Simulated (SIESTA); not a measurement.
GaN:

```
Ga N
1.0
     3.18000    0.00000    0.00000
    -1.59000    2.75396    0.00000
     0.00000    0.00000    5.16600
Ga N
2 2
Direct
  0.66667 0.33333 0.50000
  0.33333 0.66667 0.00000
  0.66667 0.33333 0.87500
  0.33333 0.66667 0.37500
```

Base run:

- Program: SIESTA 5.4.2
- Functional: PBE
- Potentials or basis: SPMS 1.0 (PBE files) or PseudoDojo by element
- Basis: DZP (energy shift 0.003 Ry; two zetas on semicore shells)
- Grid cutoff: 800 Ry
- Energy shift: 0.003 Ry
- k mesh: 10 × 10 × 5
- Occupations: fermi-dirac, width 0.05 eV
- Spin: no spin polarisation

Its results: band gap on the k mesh 2.05 eV, direct; pressure 10.9 GPa; largest force 0.130 eV/Å.

Problem. After a change of settings the same cell gave: band gap on the k mesh 2.40 eV, direct; pressure 5.6 GPa; largest force 0.147 eV/Å. Which change was it?
A. potentials or basis from SPMS 1.0 (PBE files) or PseudoDojo by element to PseudoDojo 0.4 standard (PBE files)
B. potentials or basis from SPMS 1.0 (PBE files) or PseudoDojo by element to PseudoDojo 0.5 standard (PBE files)
C. potentials or basis from SPMS 1.0 (PBE files) or PseudoDojo by element to PseudoDojo 0.4 stringent (PBE files); valence electrons from 36 to 52
D. potentials or basis from SPMS 1.0 (PBE files) or PseudoDojo by element to PseudoDojo 0.4 standard (PBE files); basis from DZP (energy shift 0.003 Ry; two zetas on semicore shells) to DZ (energy shift 0.003 Ry; two zetas on semicore shells)

Solution. C.

Caveats: the basis of atomic orbitals isn't converged, which shifts pressures, moduli and gaps; short orbitals over semicore shells can move pressures by several GPa (some runs); the valence orbitals were made in a potential fitted to the semicore shell under them, which widens gaps by tenths of an eV or more (some runs).
